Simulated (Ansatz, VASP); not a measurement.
# Si53N72 (V_Si) in two plane-wave programs

Aim: how closely do two programs agree when they are given the same cell, functional and k mesh? Of the first pair: The structure shown is the start of the Ansatz relaxation below; VASP solves that cell, so the two are compared at the walk's first step.

Calculated with Ansatz 0.2.0; plane waves, with VASP 6.6.1 beside it; single point at PBEsol.

**1. Starting point**

The cell holds 125 atoms: 53 Si and 72 N. Cell: a = 13.206 Å, b = 13.206 Å, c = 8.731 Å, α = 90.0°, β = 90.0°, γ = 120.0°. It derives from Si3N4 (Si3N4 (P6_3/m)). Nearest the centre at fractional (0.353, 0.473, 0.583): N88 at 1.70 Å, N112 at 1.72 Å, N79 at 1.72 Å, N84 at 1.77 Å, Si37 at 2.93 Å, Si2 at 2.93 Å, Si27 at 2.97 Å, Si31 at 2.99 Å.

**2. Ansatz: relaxation, PBEsol**

Ansatz runs on its PAW soft_1 files.

The two programs are compared at the cell with which this relaxation starts, whose forces are those of its first step.

input.yaml reads:

```yaml
crystal:
  lattice:
    - [11.43668588, 6.60297367, 0.0]
    - [-11.43668588, 6.60297367, 0.0]
    - [0.0, 0.0, 8.73076733]
  atoms:
    - { symbol: Si, position: [0.01950046, 0.80655545, 0.25] }
    - { symbol: Si, position: [0.3528338, 0.47322211, 0.25] }
    - { symbol: Si, position: [0.68616713, 0.13988878, 0.25] }
    - { symbol: Si, position: [0.21294502, 0.01950046, 0.08333333] }
    - { symbol: Si, position: [0.54627835, 0.68616713, 0.08333333] }
    - { symbol: Si, position: [0.87961168, 0.3528338, 0.08333333] }
    - { symbol: Si, position: [0.13988878, 0.45372165, 0.08333333] }
    - { symbol: Si, position: [0.47322211, 0.12038832, 0.08333333] }
    - { symbol: Si, position: [0.80655545, 0.78705498, 0.08333333] }
    - { symbol: Si, position: [0.19344455, 0.21294502, 0.25] }
    - { symbol: Si, position: [0.52677789, 0.87961168, 0.25] }
    - { symbol: Si, position: [0.86011122, 0.54627835, 0.25] }
    - { symbol: Si, position: [0.12038832, 0.6471662, 0.25] }
    - { symbol: Si, position: [0.45372165, 0.31383287, 0.25] }
    - { symbol: Si, position: [0.78705498, 0.98049954, 0.25] }
    - { symbol: Si, position: [0.31383287, 0.86011122, 0.08333333] }
    - { symbol: Si, position: [0.6471662, 0.52677789, 0.08333333] }
    - { symbol: Si, position: [0.98049954, 0.19344455, 0.08333333] }
    - { symbol: "N", position: [0.0, 0.66666667, 0.25] }
    - { symbol: "N", position: [0.33333333, 0.33333333, 0.25] }
    - { symbol: "N", position: [0.66666667, 0.0, 0.25] }
    - { symbol: "N", position: [0.0, 0.33333333, 0.08333333] }
    - { symbol: "N", position: [0.33333333, 0.0, 0.08333333] }
    - { symbol: "N", position: [0.66666667, 0.66666667, 0.08333333] }
    - { symbol: "N", position: [0.21345843, 0.45653274, 0.25] }
    - { symbol: "N", position: [0.54679176, 0.12319941, 0.25] }
    - { symbol: "N", position: [0.8801251, 0.78986608, 0.25] }
    - { symbol: "N", position: [0.09025902, 0.8801251, 0.08333333] }
    - { symbol: "N", position: [0.42359235, 0.54679176, 0.08333333] }
    - { symbol: "N", position: [0.75692569, 0.21345843, 0.08333333] }
    - { symbol: "N", position: [0.12319941, 0.57640765, 0.08333333] }
    - { symbol: "N", position: [0.45653274, 0.24307431, 0.08333333] }
    - { symbol: "N", position: [0.78986608, 0.90974098, 0.08333333] }
    - { symbol: "N", position: [0.21013392, 0.09025902, 0.25] }
    - { symbol: "N", position: [0.54346726, 0.75692569, 0.25] }
    - { symbol: "N", position: [0.87680059, 0.42359235, 0.25] }
    - { symbol: "N", position: [0.1198749, 0.21013392, 0.08333333] }
    - { symbol: "N", position: [0.45320824, 0.87680059, 0.08333333] }
    - { symbol: "N", position: [0.78654157, 0.54346726, 0.08333333] }
    - { symbol: "N", position: [0.24307431, 0.78654157, 0.25] }
    - { symbol: "N", position: [0.57640765, 0.45320824, 0.25] }
    - { symbol: "N", position: [0.90974098, 0.1198749, 0.25] }
    - { symbol: Si, position: [0.01950046, 0.80655545, 0.58333333] }
    - { symbol: Si, position: [0.68616713, 0.13988878, 0.58333333] }
    - { symbol: Si, position: [0.21294502, 0.01950046, 0.41666667] }
    - { symbol: Si, position: [0.54627835, 0.68616713, 0.41666667] }
    - { symbol: Si, position: [0.87961168, 0.3528338, 0.41666667] }
    - { symbol: Si, position: [0.13988878, 0.45372165, 0.41666667] }
    - { symbol: Si, position: [0.47322211, 0.12038832, 0.41666667] }
    - { symbol: Si, position: [0.80655545, 0.78705498, 0.41666667] }
    - { symbol: Si, position: [0.19344455, 0.21294502, 0.58333333] }
    - { symbol: Si, position: [0.52677789, 0.87961168, 0.58333333] }
    - { symbol: Si, position: [0.86011122, 0.54627835, 0.58333333] }
    - { symbol: Si, position: [0.12038832, 0.6471662, 0.58333333] }
    - { symbol: Si, position: [0.45372165, 0.31383287, 0.58333333] }
    - { symbol: Si, position: [0.78705498, 0.98049954, 0.58333333] }
    - { symbol: Si, position: [0.31383287, 0.86011122, 0.41666667] }
    - { symbol: Si, position: [0.6471662, 0.52677789, 0.41666667] }
    - { symbol: Si, position: [0.98049954, 0.19344455, 0.41666667] }
    - { symbol: "N", position: [0.0, 0.66666667, 0.58333333] }
    - { symbol: "N", position: [0.33333333, 0.33333333, 0.58333333] }
    - { symbol: "N", position: [0.66666667, 0.0, 0.58333333] }
    - { symbol: "N", position: [0.0, 0.33333333, 0.41666667] }
    - { symbol: "N", position: [0.33333333, 0.0, 0.41666667] }
    - { symbol: "N", position: [0.66666667, 0.66666667, 0.41666667] }
    - { symbol: "N", position: [0.21345843, 0.45653274, 0.58333333] }
    - { symbol: "N", position: [0.54679176, 0.12319941, 0.58333333] }
    - { symbol: "N", position: [0.8801251, 0.78986608, 0.58333333] }
    - { symbol: "N", position: [0.09025902, 0.8801251, 0.41666667] }
    - { symbol: "N", position: [0.42359235, 0.54679176, 0.41666667] }
    - { symbol: "N", position: [0.75692569, 0.21345843, 0.41666667] }
    - { symbol: "N", position: [0.12319941, 0.57640765, 0.41666667] }
    - { symbol: "N", position: [0.45653274, 0.24307431, 0.41666667] }
    - { symbol: "N", position: [0.78986608, 0.90974098, 0.41666667] }
    - { symbol: "N", position: [0.21013392, 0.09025902, 0.58333333] }
    - { symbol: "N", position: [0.54346726, 0.75692569, 0.58333333] }
    - { symbol: "N", position: [0.87680059, 0.42359235, 0.58333333] }
    - { symbol: "N", position: [0.1198749, 0.21013392, 0.41666667] }
    - { symbol: "N", position: [0.45320824, 0.87680059, 0.41666667] }
    - { symbol: "N", position: [0.78654157, 0.54346726, 0.41666667] }
    - { symbol: "N", position: [0.24307431, 0.78654157, 0.58333333] }
    - { symbol: "N", position: [0.57640765, 0.45320824, 0.58333333] }
    - { symbol: "N", position: [0.90974098, 0.1198749, 0.58333333] }
    - { symbol: Si, position: [0.01950046, 0.80655545, 0.91666667] }
    - { symbol: Si, position: [0.3528338, 0.47322211, 0.91666667] }
    - { symbol: Si, position: [0.68616713, 0.13988878, 0.91666667] }
    - { symbol: Si, position: [0.21294502, 0.01950046, 0.75] }
    - { symbol: Si, position: [0.54627835, 0.68616713, 0.75] }
    - { symbol: Si, position: [0.87961168, 0.3528338, 0.75] }
    - { symbol: Si, position: [0.13988878, 0.45372165, 0.75] }
    - { symbol: Si, position: [0.47322211, 0.12038832, 0.75] }
    - { symbol: Si, position: [0.80655545, 0.78705498, 0.75] }
    - { symbol: Si, position: [0.19344455, 0.21294502, 0.91666667] }
    - { symbol: Si, position: [0.52677789, 0.87961168, 0.91666667] }
    - { symbol: Si, position: [0.86011122, 0.54627835, 0.91666667] }
    - { symbol: Si, position: [0.12038832, 0.6471662, 0.91666667] }
    - { symbol: Si, position: [0.45372165, 0.31383287, 0.91666667] }
    - { symbol: Si, position: [0.78705498, 0.98049954, 0.91666667] }
    - { symbol: Si, position: [0.31383287, 0.86011122, 0.75] }
    - { symbol: Si, position: [0.6471662, 0.52677789, 0.75] }
    - { symbol: Si, position: [0.98049954, 0.19344455, 0.75] }
    - { symbol: "N", position: [0.0, 0.66666667, 0.91666667] }
    - { symbol: "N", position: [0.33333333, 0.33333333, 0.91666667] }
    - { symbol: "N", position: [0.66666667, 0.0, 0.91666667] }
    - { symbol: "N", position: [0.0, 0.33333333, 0.75] }
    - { symbol: "N", position: [0.33333333, 0.0, 0.75] }
    - { symbol: "N", position: [0.66666667, 0.66666667, 0.75] }
    - { symbol: "N", position: [0.21345843, 0.45653274, 0.91666667] }
    - { symbol: "N", position: [0.54679176, 0.12319941, 0.91666667] }
    - { symbol: "N", position: [0.8801251, 0.78986608, 0.91666667] }
    - { symbol: "N", position: [0.09025902, 0.8801251, 0.75] }
    - { symbol: "N", position: [0.42359235, 0.54679176, 0.75] }
    - { symbol: "N", position: [0.75692569, 0.21345843, 0.75] }
    - { symbol: "N", position: [0.12319941, 0.57640765, 0.75] }
    - { symbol: "N", position: [0.45653274, 0.24307431, 0.75] }
    - { symbol: "N", position: [0.78986608, 0.90974098, 0.75] }
    - { symbol: "N", position: [0.21013392, 0.09025902, 0.91666667] }
    - { symbol: "N", position: [0.54346726, 0.75692569, 0.91666667] }
    - { symbol: "N", position: [0.87680059, 0.42359235, 0.91666667] }
    - { symbol: "N", position: [0.1198749, 0.21013392, 0.75] }
    - { symbol: "N", position: [0.45320824, 0.87680059, 0.75] }
    - { symbol: "N", position: [0.78654157, 0.54346726, 0.75] }
    - { symbol: "N", position: [0.24307431, 0.78654157, 0.91666667] }
    - { symbol: "N", position: [0.57640765, 0.45320824, 0.91666667] }
    - { symbol: "N", position: [0.90974098, 0.1198749, 0.91666667] }
  host:
    repeats: [1, 1, 3]
    atoms:
      - { symbol: Si, position: [0.01950046, 0.80655545, 0.75] }
      - { symbol: Si, position: [0.3528338, 0.47322211, 0.75] }
      # ... 40 more atoms of the perfect host
basis:
  ecutwfc: 420
  xc_grid: 2
hamiltonian:
  xc: pbesol
  pseudopotentials: { kind: paw, azcp: { folder: soft_1 }, xc_functional: pbe }
kpoints:
  mp_grid: { grid: [1, 1, 1], shift: [0.25, 0.25, 0.25] }
magnetization:
  spin_polarized: true
  initial_magnetization: 2
  spin_locking: { lock_magnetization: hard }
scf:
  occupations: { method: fixed }
  max_iter: 100
output:
  forces: true
  charged_corrections:
    epsilon: [4.29, 4.29, 4.37]
    static_epsilon: [8.29, 8.29, 8.25]
    defect_position: [0.352834, 0.473222, 0.583333]
relax:
  f_tol: 0.02
  max_steps: 80
  random_displacement: { amplitude: 0.05, seed: 8741 }
checkpoint:
  write: "../q0_M2.relax.run"
  compress: false
  write_wavefunctions: true
  write_every: 100000
```

Started as:

```console
$ ansatz run input.yaml --threads 4 --pin off --max-ram 15073MiB --backend cpu --events-out ev --progress --plain --runs-dir out
```

Numbers of over 12 decimals in the logs are rounded to 6 here.

Output:

```text
Engine: ansatz 0.2.0, aarch64-unknown-linux-gnu
Pseudopotentials: kind: paw
Pseudopotential: Si, paw, valence charge 4, recommended cutoff 420 eV (normal), soft_1/Si.paw.azcp
Pseudopotential: N, paw, valence charge 5, recommended cutoff 420 eV (normal), soft_1/N.paw.azcp
Functional definition: PBEsol
  exchange = pbesol_x
  correlation = pbesol_c
Crystal: 125 atoms, lattice volume = 1318.628 Å³
Basis set: ecut = 420 eV, 25805 PW (Γ), exchange–correlation on 180×180×120 points (8 copies of the dense FFT grid, shifted against one another)
Bands: 412, of which v1, the nominal top of the filled ones, is band 286 counted from 1 (285 counted from 0)
Symmetry: 1 space group operations
k-points: 1
Non-local potential: Si, projectors of the file, l = 0: 2, l = 1: 2, l = 2: 1
Non-local potential: N, projectors of the file, l = 0: 2, l = 1: 2, l = 2: 1
PAW form: soft (Blöchl's): semilocal exchange-correlation on the pseudo side does not see the compensation charge
PAW frozen core: Si, regenerated for the run's functional, and the local potential with it (the file was generated under x = pbe(κ = 0.804, μ = 0.219515), c = pbe(β = 0.066725))
PAW frozen core: N, regenerated for the run's functional, and the local potential with it (the file was generated under x = pbe(κ = 0.804, μ = 0.219515), c = pbe(β = 0.066725))
PAW one-centre angular grid: Si, 110 points (default); XC on 64 Gauss nodes
PAW one-centre angular grid: N, 110 points (default); XC on 64 Gauss nodes
Initial density: superposition of atomic densities (chi_scale 0.1, normalization cell, long waves kept (reshape's long-wave potential 0.21 eV rms))
Starting moments: Σ|m| = 2 μB on 125 of 125 sites
Initial wavefunctions: pseudopotential atomic-orbital guess
Functional: x = pbesol(κ = 0.804, μ = 0.123457), c = pbesol(β = 0.046)
SCF iter   1: F=—  HF=-60418.427482 eV  |F-HF|=—  |Δ(HF+E_count)|=         —  Δρ=7.46e-2 (↑7.37e-2 ↓7.46e-2)  dr2=3.06e2  dr2_m=7.68e-1  M=2.000 μB ∫|m|=2.055 μB  β_m=0.30  ethr=3.10e-3  ⟨swp⟩=6.0  Hψ=3264  notcnv=0  defer=244
preconditioner: auto → Resta (q_TF=auto, 2.374 Å⁻¹)  ε∞=3.6  [insulator: Δε(μ)=0.128 eV  Ē_g=15.268 eV  n_scr=282 (ndim 8)  ℏωp=24.5 eV  f_vac=0.010  ε∞_Penn≈3.6]
spin=Collinear: Resta preconditioning applied to the charge; magnetization (m = ρ↑ − ρ↓) channel mixes plain (no charge-response kernel on spin).
SCF iter   2: F=—  HF=-60349.080750 eV  |F-HF|=—  |Δ(HF+E_count)|=    6.93e1  Δρ=4.12e-2 (↑3.95e-2 ↓4.12e-2)  dr2=9.36e1  dr2_m=4.02e-1  M=2.000 μB ∫|m|=2.052 μB  β_m=0.41  ethr=3.10e-3  ⟨swp⟩=3.0  Hψ=1426  notcnv=0  defer=246
SCF iter   3: F=—  HF=-60337.472853 eV  |F-HF|=—  |Δ(HF+E_count)|=    1.16e1  Δρ=3.37e-2 (↑2.67e-2 ↓3.37e-2)  dr2=6.49e1  dr2_m=5.31e-1  M=2.000 μB ∫|m|=2.109 μB  β_m=0.35  ethr=3.10e-3  ⟨swp⟩=4.0  Hψ=1734  notcnv=0  defer=246
SCF iter   4: F=—  HF=-60327.782108 eV  |F-HF|=—  |Δ(HF+E_count)|=    9.69e0  Δρ=1.99e-2 (↑1.56e-2 ↓1.99e-2)  dr2=1.88e1  dr2_m=2.91e-1  M=2.000 μB ∫|m|=2.128 μB  β_m=0.68  ethr=3.10e-3  ⟨swp⟩=3.0  Hψ=1283  notcnv=0  defer=247
SCF iter   5: F=—  HF=-60329.966873 eV  |F-HF|=—  |Δ(HF+E_count)|=    2.18e0  Δρ=2.48e-2 (↑1.42e-2 ↓2.48e-2)  dr2=3.30e1  dr2_m=6.12e-1  M=2.000 μB ∫|m|=2.245 μB  β_m=0.52  ethr=3.10e-3  ⟨swp⟩=3.0  Hψ=1282  notcnv=0  defer=245
SCF iter   6: F=—  HF=-60327.924771 eV  |F-HF|=—  |Δ(HF+E_count)|=    2.04e0  Δρ=2.12e-2 (↑1.30e-2 ↓2.12e-2)  dr2=3.03e1  dr2_m=5.39e-1  M=2.000 μB ∫|m|=2.184 μB  β_m=0.44  ethr=3.10e-3  ⟨swp⟩=2.5  Hψ=1277  notcnv=0  defer=246
SCF iter   7: F=—  HF=-60326.715700 eV  |F-HF|=—  |Δ(HF+E_count)|=    1.21e0  Δρ=1.74e-2 (↑1.05e-2 ↓1.74e-2)  dr2=2.00e1  dr2_m=3.14e-1  M=2.000 μB ∫|m|=2.160 μB  β_m=0.38  ethr=3.10e-3  ⟨swp⟩=2.0  Hψ=847  notcnv=0  defer=246
SCF iter   8: F=—  HF=-60325.482427 eV  |F-HF|=—  |Δ(HF+E_count)|=    1.23e0  Δρ=5.42e-3 (↑5.42e-3 ↓4.31e-3)  dr2=1.22e0  dr2_m=9.03e-2  M=2.000 μB ∫|m|=2.237 μB  β_m=0.39  ethr=3.10e-3  ⟨swp⟩=2.0  Hψ=586  notcnv=0  defer=242
SCF iter   9: F=—  HF=-60325.477231 eV  |F-HF|=—  |Δ(HF+E_count)|=   5.20e-3  Δρ=3.93e-3 (↑3.13e-3 ↓3.93e-3)  dr2=2.75e-1  dr2_m=1.16e-1  M=2.000 μB ∫|m|=2.388 μB  β_m=0.69  ethr=2.13e-4  ⟨swp⟩=2.5  Hψ=1018  notcnv=0  defer=248
SCF iter  10: F=—  HF=-60325.606164 eV  |F-HF|=—  |Δ(HF+E_count)|=   1.29e-1  Δρ=3.97e-3 (↑3.97e-3 ↓3.84e-3)  dr2=8.46e-1  dr2_m=6.97e-2  M=2.000 μB ∫|m|=2.456 μB  β_m=0.61  ethr=4.80e-5  ⟨swp⟩=3.0  Hψ=1026  notcnv=0  defer=248  recentre
SCF iter  11: F=—  HF=-60325.641233 eV  |F-HF|=—  |Δ(HF+E_count)|=   3.51e-2  Δρ=3.08e-3 (↑3.08e-3 ↓2.90e-3)  dr2=6.36e-1  dr2_m=4.44e-2  M=2.000 μB ∫|m|=2.645 μB  β_m=0.52  ethr=4.80e-5  ⟨swp⟩=3.0  Hψ=1153  notcnv=0  defer=248
SCF iter  12: F=—  HF=-60325.680422 eV  |F-HF|=—  |Δ(HF+E_count)|=   3.92e-2  Δρ=2.58e-3 (↑2.58e-3 ↓1.19e-3)  dr2=2.07e-1  dr2_m=2.42e-2  M=2.000 μB ∫|m|=3.010 μB  β_m=0.51  ethr=4.80e-5  ⟨swp⟩=3.0  Hψ=1155  notcnv=0  defer=248
[...]
- { symbol: N, position: [0.000684898, 0.666973, 0.249469] }
    - { symbol: N, position: [0.333450, 0.332122, 0.254222] }
    - { symbol: N, position: [0.666998, 0.000408979, 0.249326] }
    - { symbol: N, position: [-9.749035259104533e-6, 0.333674, 0.084285] }
    - { symbol: N, position: [0.333690, 0.000432197, 0.083153] }
    - { symbol: N, position: [0.665629, 0.666369, 0.081753] }
    - { symbol: N, position: [0.213367, 0.456199, 0.249901] }
    - { symbol: N, position: [0.546828, 0.123171, 0.249639] }
    - { symbol: N, position: [0.880534, 0.790355, 0.248942] }
    - { symbol: N, position: [0.090339, 0.880036, 0.082935] }
    - { symbol: N, position: [0.420547, 0.542688, 0.080134] }
    - { symbol: N, position: [0.756803, 0.213488, 0.082876] }
    - { symbol: N, position: [0.123787, 0.577071, 0.082956] }
    - { symbol: N, position: [0.457338, 0.243719, 0.083232] }
    - { symbol: N, position: [0.789955, 0.909754, 0.083032] }
    - { symbol: N, position: [0.210173, 0.089806, 0.250000] }
    - { symbol: N, position: [0.544355, 0.757812, 0.246174] }
    - { symbol: N, position: [0.876424, 0.423759, 0.249486] }
    - { symbol: N, position: [0.119700, 0.209425, 0.084320] }
    - { symbol: N, position: [0.453492, 0.877274, 0.081436] }
    - { symbol: N, position: [0.786956, 0.544485, 0.083092] }
    - { symbol: N, position: [0.243597, 0.787580, 0.248971] }
    - { symbol: N, position: [0.577111, 0.453948, 0.249534] }
    - { symbol: N, position: [0.909709, 0.119900, 0.250117] }
    - { symbol: Si, position: [0.020070, 0.806251, 0.583062] }
    - { symbol: Si, position: [0.686101, 0.139619, 0.582921] }
    - { symbol: Si, position: [0.212624, 0.019574, 0.417116] }
    - { symbol: Si, position: [0.546685, 0.684867, 0.413150] }
    - { symbol: Si, position: [0.879268, 0.353015, 0.416075] }
    - { symbol: Si, position: [0.141064, 0.453961, 0.417560] }
    - { symbol: Si, position: [0.473511, 0.120393, 0.416457] }
    - { symbol: Si, position: [0.807989, 0.788315, 0.416152] }
    - { symbol: Si, position: [0.191640, 0.214829, 0.585115] }
    - { symbol: Si, position: [0.526840, 0.878886, 0.581271] }
    - { symbol: Si, position: [0.860742, 0.546773, 0.582989] }
    - { symbol: Si, position: [0.121489, 0.647116, 0.582949] }
    - { symbol: Si, position: [0.458560, 0.316838, 0.583416] }
    - { symbol: Si, position: [0.787104, 0.980852, 0.582973] }
    - { symbol: Si, position: [0.314324, 0.860672, 0.415760] }
    - { symbol: Si, position: [0.648623, 0.528491, 0.415822] }
    - { symbol: Si, position: [0.980245, 0.193791, 0.416527] }
[...]
- { symbol: Si, position: [0.019315, 0.806539, 0.916466] }
    - { symbol: Si, position: [0.350301, 0.471320, 0.910688] }
    - { symbol: Si, position: [0.685966, 0.139447, 0.916467] }
    - { symbol: Si, position: [0.212481, 0.019291, 0.749767] }
    - { symbol: Si, position: [0.543255, 0.682528, 0.745394] }
    - { symbol: Si, position: [0.878649, 0.352704, 0.750290] }
    - { symbol: Si, position: [0.139962, 0.453227, 0.749793] }
[...]
- { symbol: Si, position: [0.526447, 0.878715, 0.914748] }
    - { symbol: Si, position: [0.860430, 0.546833, 0.916476] }
    - { symbol: Si, position: [0.121298, 0.647855, 0.916272] }
    - { symbol: Si, position: [0.454653, 0.314285, 0.916211] }
    - { symbol: Si, position: [0.786756, 0.980232, 0.916559] }
    - { symbol: Si, position: [0.314213, 0.860471, 0.748837] }
    - { symbol: Si, position: [0.647845, 0.528000, 0.749424] }
    - { symbol: Si, position: [0.979313, 0.193449, 0.751193] }
[...]
- { symbol: N, position: [0.543303, 0.756277, 0.913580] }
    - { symbol: N, position: [0.876127, 0.423689, 0.916745] }
    - { symbol: N, position: [0.117252, 0.207538, 0.752201] }
    - { symbol: N, position: [0.453438, 0.877034, 0.748040] }
    - { symbol: N, position: [0.787464, 0.544576, 0.749745] }
    - { symbol: N, position: [0.243525, 0.787460, 0.915795] }
    - { symbol: N, position: [0.577347, 0.453168, 0.915831] }
    - { symbol: N, position: [0.908932, 0.119884, 0.917827] }
```

(Part 1 of 3 ends here.)

[Lines on the potential files, build, host, timing and source positions are cut from VASP's logs without a mark.]

[Logs are printed without paths, hosts, clocks, repeated set-up lines and the standing remarks that a program may print on its own settings, such as how far it seeks lower states.]

[Hosts, paths, dates, database ids (printed as entryN), source tags and the programs' standing remarks are cut or masked in the printed files.]
